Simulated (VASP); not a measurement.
Input of a VASP 6.6.1 run:

Contents of INCAR:

```
SYSTEM = BaS
ALGO = Normal ; EDIFF = 1E-7
ENCUT = 520 ; GGA = PS
ISIF = 2 ; ISMEAR = -1
LASPH = .True. ; LCHARG = .False.
LREAL = .False. ; LWAVE = .False.
NBANDS = 15 ; NELM = 80
PREC = Accurate ; SIGMA = 0.05
```

The input KPOINTS:

```
k-points
0
Gamma
  6 6 6
  0 0 0
```

Contents of POSCAR:

```
BaS
1.0
    0.0000000000      3.1937500000      3.1937500000
    3.1937500000      0.0000000000      3.1937500000
    3.1937500000      3.1937500000      0.0000000000
Ba S
1 1
Direct
    0.0000000000      0.0000000000      0.0000000000
    0.5000000000      0.5000000000      0.5000000000
```

Potentials or basis: VASP PAW PBE potentials, release 64 (Ba_sv, S).

Launch:

```sh
$ cat potpaw_PBE.64/Ba_sv/POTCAR potpaw_PBE.64/S/POTCAR > POTCAR
$ mpirun -np 1 vasp_std > vasp.out
```

**Question.** Predict the pressure.

**Answer.** -0.5 GPa.

**Question.** What does it give for the band gap on the k mesh?

**Answer.** 1.98 eV, indirect (least direct gap 2.12 eV).

Caveat: the PAW data sets were made with another functional, which shifts forces and pressure a little; spin-orbit coupling is left out, which moves the levels of the heavy elements.

**Experimental background.**

From a printed reference work, monograph, original work of 1988, for a bulk crystal of BaS at 2 K: band gap 3.806 eV (indirect).

Against the measured gap of BaS, 3.806 eV (indirect; 2 K; a printed reference work, monograph, original work of 1988), the calculated 1.98 eV is off by -1.82 eV. Spin-orbit coupling on Ba is left out. The value is that of PBEsol on a finite k mesh, which can miss the band edges, without temperature or zero-point motion. Semilocal functionals fall short of measured gaps as a rule.
